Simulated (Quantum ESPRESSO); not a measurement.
## InAs under changes of volume

One of the cells (27.489 Å³/atom); the others are scaled copies at fixed shape and fractional positions:

```
In As
1.0
     0.00000    3.01800    3.01800
     3.01800    0.00000    3.01800
     3.01800    3.01800    0.00000
In As
1 1
Direct
  0.00000 0.00000 0.00000
  0.75000 0.75000 0.75000
```

```yaml
Program: Quantum ESPRESSO 7.5
Functional: PBEsol
Potentials_or_basis: PseudoDojo 0.4.1 SR PBEsol standard
Cutoff: 1143 eV
Density_cutoff: 4572 eV
k_mesh: 8 × 8 × 8
Occupations: fermi-dirac, width 0.05 eV
Spin: no spin polarisation
```

```tsv
volume (Å³/atom)	energy over the lowest point (meV/atom)	pressure (GPa)
25.840	?	?
26.389	23.86	4.4
26.939	11.22	2.9
27.489	3.44	1.6
28.039	0.00	0.4
28.588	0.45	-0.7
29.138	4.36	-1.6
```

What does the run at 25.840 Å³/atom give?

Energy over the lowest point 41.88 meV/atom; pressure 6.1 GPa.

Worked out: A Birch-Murnaghan fit of order 3 (a polynomial in V^(-2/3)) to the other rows has its minimum at 28.25 Å³/atom with B0 = V·E''(V) = 56 GPa and B' = 4.7. It gives 41.91 meV/atom at 25.840 Å³/atom, against the run's 41.88, and -dE/dV = 6.1 GPa, against 6.1.

Energies are extrapolated to zero smearing.
